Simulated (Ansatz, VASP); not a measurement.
# Cross-check of GaAs between VASP and Ansatz

Wanted: the spread between two codes on one cell, functional and k mesh.

Main program and level: Ansatz 0.2.0; plane waves, with VASP 6.6.1 beside it; single point at PBEsol.

**1. The structure**

The structure is cubic, space group F-43m (No. 216). The conventional cell has a = 5.654 Å, b = 5.654 Å, c = 5.654 Å, α = 90.00°, β = 90.00°, γ = 90.00°. Nearest to As lie 4 Ga at 2.45 Å. Ga has 4 As at 2.45 Å nearest. Farther neighbours are not listed.

**2. Ansatz: single point, PBEsol**

Ansatz runs on its default PAW (the set named soft_2) files.

With cell and atoms fixed, the geometry can't cause a difference; cores, projectors, grids and the points listed under the comparison can.

File input.yaml:

```yaml
crystal:
  lattice:
    - [0.0, 2.82685, 2.82685]
    - [2.82685, 0.0, 2.82685]
    - [2.82685, 2.82685, 0.0]
  atoms:
    - { symbol: As, position: [0.75, 0.75, 0.75] }
    - { symbol: Ga, position: [0.0, 0.0, 0.0] }
hamiltonian:
  xc: pbesol
  pseudopotentials: { kind: paw }
kpoints:
  mp_grid: { grid: [6, 6, 6] }
scf:
  occupations: { method: gaussian, width: 0.05 }
  n_extra_bands: 4
output:
  forces: true
  stress: true
  eigenvalues: true
  write_density: true
  write_potential: true
  elf: true
  volumetric_format: npy
```

On the command line:

```console
$ ansatz run input.yaml --threads 2 --pin off --max-ram 4608MiB --backend cpu --events-out ev --progress --plain --runs-dir out
```

Numbers of over 12 decimals in the logs are rounded to 6 here.

The log of the run:

```text
scf.n_extra_bands = 4 over 14 filled bands (N_el = 28.0): the run solves 18 bands
Engine: ansatz 0.2.0, x86_64-unknown-linux-gnu
Pseudopotentials: kind: paw
Pseudopotential: As, paw, valence charge 15, recommended cutoff 420 eV (normal), As.paw.azcp
Pseudopotential: Ga, paw, valence charge 13, recommended cutoff 420 eV (normal), Ga.paw.azcp
Functional definition: PBEsol
  exchange = pbesol_x
  correlation = pbesol_c
Crystal: 2 atoms, lattice volume = 45.179 Å³
Basis set: ecut = 420 eV, 893 PW (Γ), exchange–correlation on 54×54×54 points (8 copies of the dense FFT grid, shifted against one another)
Bands: 18, of which v1, the nominal top of the filled ones, is band 14 counted from 1 (13 counted from 0)
Symmetry: 24 space group operations
Space group: F-43m (ITA 216), of the structure as read, at distance tolerance 3.6e-5 Å
k-points: 16 of 216 (time reversal used)
Non-local potential: As, projectors of the file, l = 0: 2, l = 1: 2, l = 2: 3, l = 3: 1
Non-local potential: Ga, projectors of the file, l = 0: 2, l = 1: 2, l = 2: 3, l = 3: 1
PAW form: soft (Blöchl's): semilocal exchange-correlation on the pseudo side does not see the compensation charge
PAW frozen core: As, regenerated for the run's functional, and the local potential with it (the file was generated under x = pbe(κ = 0.804, μ = 0.219515), c = pbe(β = 0.066725))
PAW frozen core: Ga, regenerated for the run's functional, and the local potential with it (the file was generated under x = pbe(κ = 0.804, μ = 0.219515), c = pbe(β = 0.066725))
PAW one-centre angular grid: As, 590 points (default); XC on 64 Gauss nodes
PAW one-centre angular grid: Ga, 590 points (default); XC on 64 Gauss nodes
Initial density: superposition of atomic densities (neutral atoms: chi_scale 0, normalization atom), corrected by the library's trained network
Initial wavefunctions: pseudopotential atomic-orbital guess
Functional: x = pbesol(κ = 0.804, μ = 0.123457), c = pbesol(β = 0.046)
SCF iter   1: F=—  HF=-8556.836072 eV  |F-HF|=—  |Δ(HF+E_count)|=         —  Δρ=2.80e-3  dr2=5.84e-3  ethr=1.77e-3  ⟨swp⟩=5.9  Hψ=1343  notcnv=0
preconditioner: auto → none  [insulator: Δε(μ)=0.429 eV  Ē_g=15.398 eV  σ=0.050 eV  W_gap=1.00  n_scr=14 (ndim 8)  ℏωp=23.4 eV  f_vac=0.086  D(μ)=0.00/eV (n_scr^D=0)  ε∞_Penn≈3.3]
SCF iter   2: F=—  HF=-8556.833440 eV  |F-HF|=—  |Δ(HF+E_count)|=   2.63e-3  Δρ=9.72e-4  dr2=4.24e-4  ethr=2.08e-5  ⟨swp⟩=2.4  Hψ=607  notcnv=0
SCF iter   3: F=—  HF=-8556.833481 eV  |F-HF|=—  |Δ(HF+E_count)|=   4.07e-5  Δρ=3.73e-4  dr2=6.40e-5  ethr=1.51e-6  ⟨swp⟩=2.0  Hψ=432  notcnv=0
SCF iter   4: F=—  HF=-8556.833487 eV  |F-HF|=—  |Δ(HF+E_count)|=   6.18e-6  Δρ=1.81e-4  dr2=9.71e-6  ethr=2.29e-7  ⟨swp⟩=2.0  Hψ=432  notcnv=0
SCF iter   5: F=—  HF=-8556.833492 eV  |F-HF|=—  |Δ(HF+E_count)|=   4.86e-6  Δρ=3.30e-5  dr2=2.72e-7  ethr=3.47e-8  ⟨swp⟩=2.0  Hψ=432  notcnv=0
SCF iter   6: F=-8556.833492 eV  HF=-8556.833492 eV  |F-HF|=1.06e-9  |Δ(HF+E_count)|=   2.97e-7  Δρ=2.11e-6  dr2=1.40e-9  ethr=3.57e-10  ⟨swp⟩=8.9  Hψ=1830  notcnv=0
SCF 1 converged in 6 iterations: F = -8556.833492 eV  dr2 = 1.40e-9
  greatest PAW one-centre occupation: 0.999 electrons in one spin orbital (limit 2), on the As atom at site 0 (counted from 0), in its partial waves of l = 2
SCF converged after 6 iterations
Free energy (F): -8556.833492 eV
Harris-Foulkes:  -8556.833492 eV  (|F-HF|=1.06e-9)
Internal energy: -8556.833492 eV  (E = F + TS)
E sigma→0 (E₀):  -8556.833492 eV
Fermi energy:    8.281620 eV
--- Per-component energies (eV) ---
  E_band       = -315.990580
  E_kinetic    = 219.493036
  E_local      = -3919.195413  (includes V_loc(G=0)·N_el)
  E_nonlocal   = -242.187276
  E_hartree    = 1972.081902
  E_xc         = -147.228223
  E_vxc        = -137.423368  (∫ρ·V_xc dr)
  E_paw        = -3742.898997  (= ΣΔE_a)
  E_vpaw       = -180.843190  (= ΣTr[D̂ρ^β])
  E_aug_tail   = -0.000140  (compensation charges beyond the density's cutoff)
  E_ewald      = -2698.727786
  E_core_change = 1.829407  (= ΣΔE_core)
  E_smearing   = -0.000000  (= −TS)
  E_closure    = 0.000000  (closes the sum)
  Σ components = -8556.833492   (vs F -8556.833492, Δ=0.00e0)
--- Forces (eV/Å), atoms counted from 1 ---
  atom   1  As     0.00000000     0.00000000    -0.00000000
  atom   2  Ga    -0.00000000     0.00000000    -0.00000000
  max |Σ_I F_I| component: 1.83e-16 eV/Å
--- Stress (GPa, compression-positive) ---
        0.170499       0.000000      -0.000000
       -0.000000       0.170499       0.000000
       -0.000000       0.000000       0.170499
  P = ⅓ Tr σ = 0.1705 GPa (1.705 kbar)
--- Band table (eV; the first three rows and the last of 16) ---
  k-point 0: bands = [... 10 lower, -4.6940, 8.0593, 8.0593, 8.0593, 8.4978, 11.7525, 11.7525, 11.7525]
  k-point 1: bands = [... 10 lower, -4.3723, 5.3193, 7.6758, 7.6758, 9.6312, 12.3015, 12.3015, 12.6725]
  k-point 2: bands = [... 10 lower, -3.5413, 2.6488, 7.1278, 7.1278, 9.2021, 12.7123, 12.7123, 15.2014]
  k-point 15: bands = [... 10 lower, -2.1361, 1.3542, 4.6827, 4.8245, 11.2402, 11.4539, 15.1030, 15.4046]
```

Elapsed: 0.65 s, on 2 threads of Intel Xeon 6975P-C (Granite Rapids), shared host; peak memory 0.37 GiB.

Reading the cycles: dr2 is the Hartree energy of the density residual (eV), the measure of convergence; HF is the Harris–Foulkes estimate of the energy, which meets the free energy F at convergence.

The run ends at a pressure of 0.17 GPa.

**3. VASP: single point, PBEsol**

The same cell, functional, mesh and smearing now go to VASP, with its own data sets and cutoff.

Lines of VASP's logs that name or quote its potential files are left out, and so is its time.

File INCAR:

```
SYSTEM = GaAs
PREC = Accurate
ENCUT = 400
EDIFF = 1E-05
NELM = 100
ISMEAR = 0
SIGMA = 0.05
LREAL = .FALSE.
ALGO = Normal
GGA = PS
NBANDS = 15
LORBIT = 11
LWAVE = .FALSE.
LCHARG = .FALSE.
KPAR = 2
```

File POSCAR:

```
GaAs
1.0
    0.0000000000      2.8268500000      2.8268500000
    2.8268500000      0.0000000000      2.8268500000
    2.8268500000      2.8268500000      0.0000000000
As Ga
1 1
Direct
    0.7500000000      0.7500000000      0.7500000000
    0.0000000000      0.0000000000      0.0000000000
```

File KPOINTS:

```
Automatic mesh
0
Gamma
6 6 6
0 0 0
```

PAW data sets: As and Ga_d (PBE family, release 64).

On the command line:

```console
$ mpirun -np 2 vasp_std
```

The log of the run:

```text
[banner, memory and clock lines left out]
running    2 mpi-ranks, on    1 nodes
 distrk:  each k-point on    1 cores,    2 groups
 distr:  one band on    1 cores,    1 groups

 POSCAR found type information on POSCAR AsGa
 POSCAR found :  2 types and       2 ions
|                                                                             |
|               ----> ADVICE to this user running VASP <----                  |
|                                                                             |
|     You enforced a specific xc type in the INCAR file but a different       |
|     [... a line on the potential file left out ...]
|     I HOPE YOU KNOW WHAT YOU ARE DOING!                                     |
|                                                                             |

 LDA part: xc-table for (Slater+PW92), standard interpolation
 POSCAR, INCAR and KPOINTS ok, starting setup
 FFT: planning ... GRIDC
 FFT: planning ... GRID_SOFT
 FFT: planning ... GRID
 WAVECAR not read
 entering main loop
       N       E                     dE             d eps       ncg     rms          rms(c)
DAV:   1     0.744505850212E+02    0.74451E+02   -0.79347E+03   480   0.143E+03
DAV:   2    -0.341259546447E+01   -0.77863E+02   -0.74160E+02   536   0.282E+02
DAV:   3    -0.918951309349E+01   -0.57769E+01   -0.57540E+01   627   0.655E+01
DAV:   4    -0.926817716022E+01   -0.78664E-01   -0.78649E-01   508   0.834E+00
DAV:   5    -0.926945608692E+01   -0.12789E-02   -0.12787E-02   662   0.983E-01    0.295E+00
DAV:   6    -0.909817908886E+01    0.17128E+00   -0.24191E-01   719   0.978E+00    0.174E+00
DAV:   7    -0.906567504753E+01    0.32504E-01   -0.62839E-02   747   0.217E+00    0.542E-01
DAV:   8    -0.906384656240E+01    0.18285E-02   -0.97875E-03   564   0.119E+00    0.103E-01
DAV:   9    -0.906402031801E+01   -0.17376E-03   -0.73869E-04   632   0.355E-01    0.435E-02
DAV:  10    -0.906405365620E+01   -0.33338E-04   -0.51890E-05   592   0.744E-02    0.235E-02
DAV:  11    -0.906407602384E+01   -0.22368E-04   -0.26210E-05   542   0.548E-02    0.273E-03
DAV:  12    -0.906407596046E+01    0.63381E-07   -0.93634E-07   324   0.154E-02
   1 F= -.90640760E+01 E0= -.90640760E+01  d E =-.154685E-11
```

Parts of OUTCAR (step 3):

```text
ion  position               nearest neighbor table
   1  0.750  0.750  0.750-   2 2.45   2 2.45   2 2.45   2 2.45
   2  0.000  0.000  0.000-   1 2.45   1 2.45   1 2.45   1 2.45

  LATTYP: Found a face centered cubic cell.
 ALAT       =     5.6537000000

 Subroutine GETGRP returns: Found 24 space group operations
 (whereof 24 operations were pure point group operations)

The static configuration has the point symmetry T_d .

 Found     16 irreducible k-points:

   k-points           NKPTS =     16   k-points in BZ     NKDIM =     16   number of bands    NBANDS=     15

   dimension x,y,z NGX =    28 NGY =   28 NGZ =   28
   dimension x,y,z NGXF=    56 NGYF=   56 NGZF=   56

   ENCUT  =  400.0 eV  29.40 Ry    5.42 a.u.   6.52  6.52  6.52*2*pi/ulx,y,z

   NELECT =      18.0000    total number of electrons

 k-points in reciprocal lattice and weights: Automatic mesh
   0.00000000  0.00000000  0.00000000       0.005
   0.16666667  0.00000000  0.00000000       0.037
   0.33333333  0.00000000  0.00000000       0.037
   0.50000000  0.00000000  0.00000000       0.019
   0.16666667  0.16666667  0.00000000       0.028
   0.33333333  0.16666667  0.00000000       0.111
   0.50000000  0.16666667  0.00000000       0.111
  -0.33333333  0.16666667  0.00000000       0.111
  -0.16666667  0.16666667  0.00000000       0.056
[...]
-0.33333333  0.33333333  0.16666667       0.111
  -0.33333333  0.50000000  0.16666667       0.056

 average (electrostatic) potential at core
       1 -50.1948       2 -66.2283

 E-fermi :   4.0512

 k-point     1 :       0.0000    0.0000    0.0000
  band No.  band energies     occupation
    ...
      5     -10.8927      2.00000
      6      -8.9403      2.00000
      7       3.8135      2.00000
      8       3.8135      2.00000
      9       3.8135      2.00000
     10       4.2651      0.00000
     11       7.4953      0.00000
     12       7.4953      0.00000
     13       7.4953      0.00000
     14      11.1983      0.00000
    ...

 k-point     2 :       0.1667    0.0000    0.0000
  band No.  band energies     occupation
    ...
      5     -10.8926      2.00000
      6      -8.6179      2.00000
      7       1.0727      2.00000
      8       3.4286      2.00000
      9       3.4286      2.00000
     10       5.3884      0.00000
     11       8.0454      0.00000
     12       8.0454      0.00000
     13       8.4249      0.00000
     14      12.5803      0.00000
    ...

 k-point     3 :       0.3333    0.0000    0.0000
  band No.  band energies     occupation
    ...
      5     -10.8908      2.00000
      6      -7.7845      2.00000
      7      -1.6038      2.00000
      8       2.8792      2.00000
      9       2.8792      2.00000
     10       4.9554      0.00000
     11       8.4564      0.00000
     12       8.4564      0.00000
     13      10.9597      0.00000
     14      12.3980      0.00000
    ...

  Total        0.0327330      0.0327330      0.0327330      0.0000000      0.0000000     -0.0000000
  in kB        1.1608019      1.1608019      1.1608019      0.0000000      0.0000000     -0.0000000
  external PRESSURE =       1.1608019 kB  Pullay stress =       0.0000000 kB

  energy-cutoff  :      400.00
  volume of cell :       45.18
      direct lattice vectors                 reciprocal lattice vectors
     0.000000000  2.826850000  2.826850000    -0.176875321  0.176875321  0.176875321
     2.826850000  0.000000000  2.826850000     0.176875321 -0.176875321  0.176875321
     2.826850000  2.826850000  0.000000000     0.176875321  0.176875321 -0.176875321

 POSITION                                       TOTAL-FORCE (eV/Angst)
 -----------------------------------------------------------------------------------
      4.24027      4.24027      4.24027        -0.000000     -0.000000     -0.000000
      0.00000      0.00000      0.00000         0.000000      0.000000      0.000000
 -----------------------------------------------------------------------------------
    total drift:                               -0.000001     -0.000001     -0.000001

  FREE ENERGIE OF THE ION-ELECTRON SYSTEM (eV)
  ---------------------------------------------------
  free  energy   TOTEN  =        -9.0640759605 eV

  energy  without entropy=       -9.0640759605  energy(sigma->0) =       -9.06407596

 total charge
# of ion       s       p       d       tot
------------------------------------------
    1        1.209   1.596   0.031   2.836
    2        0.880   0.806   9.995  11.680
--------------------------------------------------
tot          2.088   2.402  10.026  14.516

[... 3 further parts left out ...]
```

The run ends at a pressure of 0.12 GPa.

**4. Side by side**

Known differences besides the potentials themselves: the data sets hold 28 valence electrons in Ansatz (default PAW (the set named soft_2) files) and 18 in VASP; the cutoff is 420 eV in Ansatz and 400 eV in VASP; Ansatz makes its cores anew for this functional, VASP keeps those of its PBE data sets; VASP leaves aspherical gradient terms in its spheres out (LASPH is not set), Ansatz keeps them. Total energies have different zeros and are not compared.

Compared:

| quantity | Ansatz | VASP | difference |
| --- | --- | --- | --- |
| pressure (GPa) | 0.17 | 0.12 | +0.05 |
| gap on the k mesh (eV) | 0.439 | 0.452 | -0.013 |

A gap on the mesh is an upper bound, since the band edges may lie between its points. Ansatz's pressure holds a Pulay correction of 0.03 GPa; VASP's holds none.

**5. What came out**

| Item | Value |
| --- | --- |
| difference in gap on the k mesh (single point, PBEsol) | -0.013 eV |

In words: The difference in gap on the k mesh is -0.013 eV (single point, PBEsol), within the 0.08 eV picked in this series as the mark of a large difference. Such differences can come from data sets, numerical settings and the points named under the comparisons, not from the functional's error against experiment.

[Lines on the potential files, build, host, timing and source positions are cut from VASP's logs without a mark.]

[Logs are printed without paths, hosts, clocks, repeated set-up lines and the standing remarks that a program may print on its own settings, such as how far it seeks lower states.]

[Hosts, paths, dates, database ids (printed as entryN), source tags and the programs' standing remarks are cut or masked in the printed files.]
